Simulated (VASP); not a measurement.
**Ti: relaxation of cell and atoms with PBE**

Ti:

```
Ti
1.0
     2.95000    0.00000    0.00000
    -1.47500    2.55477    0.00000
     0.00000    0.00000    4.68000
Ti
2
Direct
  0.33333 0.66667 0.25000
  0.66667 0.33333 0.75000
```

```yaml
Program: VASP 6.6.1
Task: relaxation of cell and atoms
Functional: PBE
Potentials_or_basis: VASP PAW PBE potentials, release 64 (Ti_sv)
Cutoff: 520 eV
k_mesh: 18 × 18 × 10
Occupations: gaussian, width 0.3 eV
Spin: no spin polarisation
Further_INCAR_settings: ALGO = Normal; EDIFF = 1e-07; IBRION = 2; EDIFFG = -0.002; NSW = 80; ISIF = 3
```

* Relaxed volume: 17.38 Å³/atom
* Relaxed cell: a = 2.937 Å, b = 2.937 Å, c = 4.653 Å, α = 90.00°, β = 90.00°, γ = 120.00°
* Space group after relaxing (to 0.05 Å): P6_3/mmc (No. 194)
* Energy gained by relaxing: 1.2 meV/atom
* Ionic steps: 10
* Pressure after relaxing: 0.0 GPa
* Band gap on the k mesh: none (metal or under the smearing width)

The path:
| step | energy change (eV) | largest force (eV/Å) | pressure (GPa) | volume (Å³) |
| --- | --- | --- | --- | --- |
| 1 | 0.0000 | 0.0000 | -1.55 | 35.27 |
| 2 | -0.0012 | 0.0000 | 1.17 | 34.41 |
| 3 | -0.0025 | 0.0000 | 0.00 | 34.77 |
| 4 | -0.0025 | 0.0000 | 0.03 | 34.76 |
| 5 | -0.0025 | 0.0000 | -0.01 | 34.77 |
| 6 | -0.0025 | 0.0000 | -0.03 | 34.78 |
| 7 | -0.0025 | 0.0000 | -0.04 | 34.78 |
| 8 | -0.0025 | 0.0000 | -0.04 | 34.77 |
| 9 | -0.0025 | 0.0000 | -0.03 | 34.77 |
| 10 | -0.0025 | 0.0000 | 0.01 | 34.76 |

Final structure:
```xyz
2
Lattice="2.9372 0.0000 0.0000 -1.4686 2.5437 0.0000 0.0000 0.0000 4.6529" Properties=species:S:1:pos:R:3 pbc="T T T"
Ti    0.0000    1.6958    1.1632
Ti    1.4686    0.8479    3.4896
```

Levels at points of the mesh, in eV from the Fermi level:
```csv
k point,band 8,band 9,band 10,band 11,band 12,band 13,band 14,band 15,band 16
"(0.00, 0.00, 0.00)",-32.67,-6.18,-2.65,0.80,0.81,0.81,0.93,1.30,1.30
"(0.50, 0.00, 0.00)",-32.74,-2.31,-2.12,-1.80,-0.60,0.52,0.67,1.21,3.37
"(0.00, 0.00, 0.50)",-32.72,-4.32,-4.32,0.12,0.12,0.71,0.71,0.71,0.71
"(0.50, 0.00, 0.50)",-32.83,-2.51,-2.51,-0.78,-0.78,1.36,1.36,1.77,1.77
```

Run time: 7.5 min on 1 thread of Intel(R) Xeon(R) Platinum 8259CL CPU @ 2.50GHz (Skylake/Cascade Lake) (shared host), peak memory 0.24 GiB.
